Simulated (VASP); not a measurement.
# Si2Ge (I4_1/amd) in VASP: relaxation of cell and atoms with PBE

Aim: the relaxation of cell and atoms of Si2Ge with PBE.

Program: VASP 6.6.1. These are calculated values, not measurements. Logs are shortened: lines on timing, memory, paths and dates and some standing lists are left out, and cuts for length are marked.

### 1 The structure

The structure is tetragonal, space group I4_1/amd (No. 141). The conventional cell has a = 3.890 Å, b = 3.890 Å, c = 16.500 Å, α = 90.00°, β = 90.00°, γ = 90.00°. Around Si (site symmetry 2mm) lie 2 Ge at 2.38 Å and 2 Si at 2.38 Å. Ge (site symmetry -4m2) has 4 Si at 2.38 Å as nearest neighbours.

The cell was built by a generator and needn't be a form met in nature.

### 2 Relaxation of cell and atoms, PBE

INCAR

```
SYSTEM = Si2Ge
ALGO = Fast
EDIFF = 1E-4
EDIFFG = -0.08
ENCUT = 520
GGA = PE
IBRION = 2
ISIF = 3
ISMEAR = 0
LASPH = .True.
LCHARG = .False.
LREAL = .False.
LWAVE = .False.
NELM = 60
NSW = 24
PREC = Normal
SIGMA = 0.15
```

KPOINTS

```
k-points
0
Gamma
  6 6 6
  0 0 0
```

POSCAR

```
Si2Ge
1.0
   -1.9450000000      1.9450000000      8.2500000000
    1.9450000000     -1.9450000000      8.2500000000
    1.9450000000      1.9450000000     -8.2500000000
Si Ge
4 2
Direct
    0.0833300000      0.5833300000      0.5000000000
    0.4166700000      0.9166700000      0.5000000000
    0.6666700000      0.6666700000      0.0000000000
    0.3333300000      0.3333300000      0.0000000000
    0.0000000000      0.0000000000      0.0000000000
    0.7500000000      0.2500000000      0.5000000000
```

Potentials or basis: VASP PAW PBE potentials, release 64 (Si, Ge_d).

Run with:

```
cat potpaw_PBE.64/Si/POTCAR potpaw_PBE.64/Ge_d/POTCAR > POTCAR
mpirun -np 1 vasp_std > vasp.out
```

OUTCAR:

```text
SYSTEM = Si2Ge
   EDIFF = 1E-4
   EDIFFG = -0.08
   ENCUT = 520
   GGA = PE
   IBRION = 2
   ISIF = 3
   ISMEAR = 0
   LASPH = .True.
   LREAL = .False.
   NELM = 60
   NSW = 24
   PREC = Normal

 ion  position               nearest neighbor table
   1  0.083  0.583  0.500-   5 2.38   5 2.38   3 2.38   3 2.38
   2  0.417  0.917  0.500-   5 2.38   5 2.38   4 2.38   4 2.38
   3  0.667  0.667  0.000-   6 2.38   6 2.38   1 2.38   1 2.38
   4  0.333  0.333  0.000-   6 2.38   6 2.38   2 2.38   2 2.38
   5  0.000  0.000  0.000-   1 2.38   2 2.38   1 2.38   2 2.38
   6  0.750  0.250  0.500-   4 2.38   3 2.38   4 2.38   3 2.38

  LATTYP: Found a body centered tetragonal cell.
 ALAT       =     3.8900000000
 C/A-ratio  =     4.2416452442

  Lattice vectors:

 A1 = (  -1.9450000000,   1.9450000000,   8.2500000000)
 A2 = (   1.9450000000,  -1.9450000000,   8.2500000000)
 A3 = (   1.9450000000,   1.9450000000,  -8.2500000000)

Analysis of symmetry for initial positions (statically):
=====================================================================
 Subroutine PRICEL returns:
 Original cell was already a primitive cell.

 Routine SETGRP: Setting up the symmetry group for a
 body centered tetragonal supercell.

 Subroutine GETGRP returns: Found 16 space group operations
 (whereof  8 operations were pure point group operations)
 out of a pool of 16 trial point group operations.

The static configuration has the point symmetry D_2d.
 The point group associated with its full space group is D_4h.

Analysis of symmetry for dynamics (positions and initial velocities):
=====================================================================
 Subroutine PRICEL returns:
 Original cell was already a primitive cell.

 Routine SETGRP: Setting up the symmetry group for a
 body centered tetragonal supercell.

 Subroutine GETGRP returns: Found 16 space group operations
 (whereof  8 operations were pure point group operations)
 out of a pool of 16 trial point group operations.

The dynamic configuration has the point symmetry D_2d.
 The point group associated with its full space group is D_4h.

 Subroutine INISYM returns: Found 16 space group operations
 (whereof  8 operations are pure point group operations),
 and found     1 'primitive' translations

----------------------------------------------------------------------------------------

                                     Primitive cell

  volume of cell :     124.8398

  direct lattice vectors                    reciprocal lattice vectors
    -1.945000000  1.945000000  8.250000000     0.000000000  0.257069409  0.060606061
     1.945000000 -1.945000000  8.250000000     0.257069409  0.000000000  0.060606061
     1.945000000  1.945000000 -8.250000000     0.257069409  0.257069409  0.000000000

  length of vectors
     8.696467674  8.696467674  8.696467674     0.264116973  0.264116973  0.363551044

  position of ions in fractional coordinates (direct lattice)
     0.083330000  0.583330000  0.500000000
     0.416670000  0.916670000  0.500000000
     0.666670000  0.666670000  0.000000000
     0.333330000  0.333330000  0.000000000
     0.000000000  0.000000000  0.000000000
     0.750000000  0.250000000  0.500000000

  ion indices of the primitive-cell ions
   primitive index   ion index
                 1           1
                 2           2
                 3           3
                 4           4
                 5           5
                 6           6

----------------------------------------------------------------------------------------

 KPOINTS: k-points

Automatic generation of k-mesh.
 Grid dimensions read from file:
 generate k-points for:    6    6    6

 Generating k-lattice:

  Cartesian coordinates                     Fractional coordinates (reciprocal lattice)
     0.000000000  0.042844901  0.010101010     0.166666667  0.000000000  0.000000000
     0.042844901  0.000000000  0.010101010     0.000000000  0.166666667  0.000000000
     0.042844901  0.042844901  0.000000000     0.000000000  0.000000000  0.166666667

  Length of vectors
     0.044019496  0.044019496  0.060591841

  Shift w.r.t. Gamma in fractional coordinates (k-lattice)
     0.000000000  0.000000000  0.000000000

 Subroutine IBZKPT returns following result:
 ===========================================

 Found     30 irreducible k-points:

 Following reciprocal coordinates:
            Coordinates               Weight
  0.000000  0.000000  0.000000      1.000000
  0.166667  0.000000  0.000000      8.000000
  0.333333  0.000000  0.000000      8.000000
  0.500000  0.000000  0.000000      4.000000
  0.166667  0.166667 -0.000000      8.000000
  0.333333  0.166667  0.000000     16.000000
[... 16 lines left out ...]
 -0.333333 -0.333333  0.166667      8.000000
 -0.166667 -0.333333  0.166667      8.000000
 [... further k-points ...]
   k-points           NKPTS =     30   k-points in BZ     NKDIM =     30   number of bands    NBANDS=     26
   number of dos      NEDOS =    301   number of ions     NIONS =      6
   total plane-waves  NPLWV = 125000
   dimension x,y,z NGX =    50 NGY =   50 NGZ =   50
   dimension x,y,z NGXF=   100 NGYF=  100 NGZF=  100
   ions per type =               4   2
   NGX,Y,Z   is equivalent  to a cutoff of   9.56,  9.56,  9.56 a.u.
   NGXF,Y,Z  is equivalent  to a cutoff of  19.12, 19.12, 19.12 a.u.
 SYSTEM =  Si2Ge
   PREC   = normal    normal or accurate (medium, high low for compatibility)
   ISTART =      0    job   : 0-new  1-cont  2-samecut
   ICHARG =      2    charge: 1-file 2-atom 10-const
   ISPIN  =      1    spin polarized calculation?
   LNONCOLLINEAR =      F non collinear calculations
   LSORBIT =      F    spin-orbit coupling
   LASPH  =      T    aspherical Exc in radial PAW
   ENCUT  =  520.0 eV  38.22 Ry    6.18 a.u.  16.17 16.17 16.17*2*pi/ulx,y,z
   NELM   =     60;   NELMIN=  2; NELMDL= -5     # of ELM steps
   EDIFF  = 0.1E-03   stopping-criterion for ELM
   LREAL  =      F    real-space projection
   EDIFFG = -.8E-01   stopping-criterion for IOM
   NSW    =     24    number of steps for IOM
   IBRION =      2    ionic relax: 0-MD 1-quasi-New 2-CG
   NFREE  =      1    steps in history (QN), initial steepest desc. (CG)
   ISIF   =      3    stress and relaxation
   ISYM   =      2    0-nonsym 1-usesym 2-fastsym
   POTIM  = 0.5000    time-step for ionic-motion
   TEBEG  =    0.0;   TEEND  =   0.0 temperature during run
   PSTRESS=    0.0 pullay stress
   NELECT =      44.0000    total number of electrons
   NUPDOWN=      -1.0000    fix difference up-down
   EMIN   =  10.00;   EMAX   =-10.00  energy-range for DOS
   EFERMI =   0.00;   METHOD = LEGACY
   ISMEAR =     0;   SIGMA  =   0.15  broadening in eV -4-tet -1-fermi 0-gaus
   EFERMI_NEDOS =   21; number of points for ismear=-14 and -15
   IALGO  =     68    algorithm
   IMIX   =      4    mixing-type and parameters
     AMIX     =   0.40;   BMIX     =  1.00
     AMIX_MAG =   1.60;   BMIX_MAG =  1.00
  volume/ion in A,a.u.               =      20.81       140.41
  Fermi-wavevector in a.u.,A,eV,Ry     =   1.156400  2.185279 18.194533  1.337260
  Thomas-Fermi vector in A             =   2.293020
   LORBIT       =      0    0 simple, 1 ext, 2 COOP (PROOUT), +10 PAW based schemes
   GGA     = PE    functional components
   LHFCALC =     F    Hartree Fock is set to
   AEXX    =    0.0000 exact exchange contribution
   IVDW    =     0    specifies the selected vdW correction
   LEPSILON=     F    determine dielectric tensor
   LRPA    =     F    only Hartree local field effects (RPA)
 conjugate gradient relaxation of ions
 non-spin polarized calculation
 RMM-DIIS sequential band-by-band and
 Gauss-broadening in eV      SIGMA  =   0.15
  energy-cutoff  :      520.00
  volume of cell :      124.84
 maximum number of plane-waves:      3387
   NGX = 33   NGY = 33   NGZ = 33

--------------------------------------- Ionic step        1  -------------------------------------------

 number of electron      44.0000013 magnetization

 Free energy of the ion-electron system (eV)
  ---------------------------------------------------
  ext. energy  EPLUGINS =         0.00000000
  ---------------------------------------------------
  free energy    TOTEN  =       -30.55360494 eV

  energy without entropy =      -30.55350014  energy(sigma->0) =      -30.55355254

------------------------ aborting loop because EDIFF is reached ----------------------------------------

  FORCE on cell =-STRESS in cart. coord.  units (eV):
  Direction    XX          YY          ZZ          XY          YZ          ZX
  --------------------------------------------------------------------------------------
  -------------------------------------------------------------------------------------
  Total        2.1627152      2.1627152      1.9195660      0.0000000      0.0000000      0.0000000
  in kB       27.7559925     27.7559925     24.6354490      0.0000000      0.0000000      0.0000000
  external PRESSURE =      26.7158113 kB  Pullay stress =       0.0000000 kB
[... 305 lines left out ...]
  energy  without entropy=      -30.6042526330  energy(sigma->0) =      -30.60431448

--------------------------------------- Ionic step        9  -------------------------------------------

 number of electron      43.9999965 magnetization

 Free energy of the ion-electron system (eV)
  ---------------------------------------------------
  ext. energy  EPLUGINS =         0.00000000
  ---------------------------------------------------
  free energy    TOTEN  =       -30.60424884 eV

  energy without entropy =      -30.60412931  energy(sigma->0) =      -30.60418907

 E-fermi :   5.5215     XC(G=0):  -9.4894

 val. band max:        5.2695100747   @ k =   0.0000   0.0000   0.0000
 cond. band min:       5.7629233606   @ k =   0.0000   0.0000   0.0000
 fundamental gap:      0.4934132859
 Fermi energy:         5.5215180159

 k-point     1 :       0.0000    0.0000    0.0000
  band No.  band energies     occupation
      1     -18.9890      2.00000
      2     -18.9890      2.00000
      3     -18.9818      2.00000
      4     -18.9818      2.00000
      5     -18.9817      2.00000
      6     -18.9817      2.00000
[... 685 lines left out ...]
     25       7.2268      0.00000
     26       7.9901      0.00000

 [... further k-points ...]
[... 5 lines left out ...]
  --------------------------------------------------------------------------------------
  -------------------------------------------------------------------------------------
  Total        0.0865296      0.0865296      0.0489823      0.0000000      0.0000000     -0.0000000
  in kB        1.0774752      1.0774752      0.6099323      0.0000000      0.0000000     -0.0000000
  external PRESSURE =       0.9216276 kB  Pullay stress =       0.0000000 kB
[... 21 lines left out ...]
  FREE ENERGIE OF THE ION-ELECTRON SYSTEM (eV)
  ---------------------------------------------------
  free  energy   TOTEN  =       -30.6042488380 eV

  energy  without entropy=      -30.6041293110  energy(sigma->0) =      -30.60418907

 reached required accuracy - stopping structural energy minimisation
```

Run time: 11 min. Hardware: 1 thread of Intel Xeon Platinum 8488C (Sapphire Rapids), shared host; peak memory 0.41 GiB.

Results:

```
Free energy                            : -30.6042 eV
Relaxed volume                         : 21.44 Å³/atom
Relaxed cell                           : a = 8.774 Å, b = 8.774 Å, c = 8.774 Å, α = 154.10°, β = 154.10°, γ = 36.95°
Space group after relaxing (to 0.05 Å) : I4_1/amd (No. 141)
Energy gained by relaxing              : 8.4 meV/atom
Ionic steps                            : 9
Pressure after relaxing                : 0.1 GPa
Largest force after relaxing           : 0.030 eV/Å
Band gap on the k mesh                 : 0.49 eV, direct
```

Forces on the atoms (eV/Å):
```
Si   0.000  0.000  0.030
Si   0.000  0.000 -0.030
Si   0.000  0.000 -0.030
Si   0.000  0.000  0.030
Ge   0.000  0.000  0.000
Ge   0.000  0.000  0.000
```

Step by step:
```tsv
step	energy change (eV)	largest force (eV/Å)	pressure (GPa)	volume (Å³)
1	0.0000	0.5318	2.67	124.84
2	-0.0356	0.0256	-1.48	131.21
3	-0.0477	0.1644	0.05	128.88
4	-0.0473	0.1188	-1.22	129.42
5	-0.0478	0.1487	-0.06	129.06
6	-0.0476	0.1333	-0.78	129.24
7	-0.0477	0.1418	-0.20	129.15
8	-0.0508	0.0136	0.66	128.60
9	-0.0506	0.0304	0.09	128.67
```

Final structure:
```
CELL_PARAMETERS angstrom
-1.96601 1.96601 8.32218
1.96601 -1.96601 8.32218
1.96601 1.96601 -8.32218
ATOMIC_POSITIONS crystal
Si 0.08472 0.58472 0.50000
Si 0.41528 0.91528 0.50000
Si 0.66528 0.66528 0.00000
Si 0.33472 0.33472 0.00000
Ge 0.00000 0.00000 0.00000
Ge 0.75000 0.25000 0.50000
```

Caveat: the relaxation stopped at a loose force limit of 0.08 eV/Å, so its end isn't a converged minimum. A k mesh can miss the band edges.
